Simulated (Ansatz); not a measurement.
## CdF2: how the free axis answers a strain

CdF2, Fm-3m, a = 5.481 Å. Ansatz: PBE, PAW, 420 eV, Γ-centred 6×6×4 mesh on 6 atoms, Gaussian smearing 0.02 eV; no spin polarisation. Series: uniaxial strain along c, with a, b and atoms relaxed; x is the strain in per cent. The axes a, b, c are those of the computed cell (3.876, 3.876, 5.481 Å), along [1 1 0], [-1 1 0], [0 0 1] of the cell named above. y is the change of a in per cent of 3.876 Å.

```
x (%) y (%)
 -6.0      ?
 -4.0   1.08
 -2.0   0.53
  0.0   0.00
  2.0  -0.52
  4.0  -1.01
  6.0  -1.48
```

Question: Fit y = c1 x + c2 x² to the other rows, say what c1 measures, and predict the missing y.

Answer: Least squares on the rows shown. y = −0.2611 x + 0.002321 x². So −c1 = 0.261 is Poisson's ratio for this pair of axes. At x = -6.0 the fit asked for gives 1.65 %. The run gave 1.64 %, so the fit is 0.01 % too high, a small miss on the scale of the series.